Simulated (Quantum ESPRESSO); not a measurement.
BaTiO3 in Quantum ESPRESSO: the effect of functional

BaTiO3:

```
Ba Ti O
1.0
     4.00600    0.00000    0.00000
     0.00000    4.00600    0.00000
     0.00000    0.00000    4.00600
Ba Ti O
1 1 3
Direct
  0.50000 0.50000 0.50000
  0.00000 0.00000 0.00000
  0.00000 0.00000 0.50000
  0.00000 0.50000 0.00000
  0.50000 0.00000 0.00000
```

Alike in all runs:

- Program: Quantum ESPRESSO 7.5
- Task: dielectric tensor
- Cutoff: 1143 eV
- Density cutoff: 4572 eV
- k mesh: 6 × 6 × 6, shifted
- Occupations: fermi-dirac, width 0.05 eV
- Spin: no spin polarisation

| functional | potentials or basis | pressure (GPa) | dielectric constant (mean) |
| --- | --- | --- | --- |
| LDA | PseudoDojo 0.4.1 SR LDA standard | -9.0 | 6.69 |
| PBEsol | PseudoDojo 0.4.1 SR PBEsol standard | -4.3 | 6.67 |
| WC | PseudoDojo 0.4.1 SR PBE standard | -3.8 | 6.65 |
| BLYP | PseudoDojo 0.4.1 SR PBE standard | ? | ? |

Task: What does the run with functional BLYP give?

Result: Pressure 8.0 GPa; dielectric constant 6.47 mean.

Caveats: this release of the barium file is off; the cell is more than 3 GPa from zero pressure, which shifts response properties; the potentials were made for another functional, which shifts forces and pressure (some runs).

Runs at the PBE level aren't shown here.
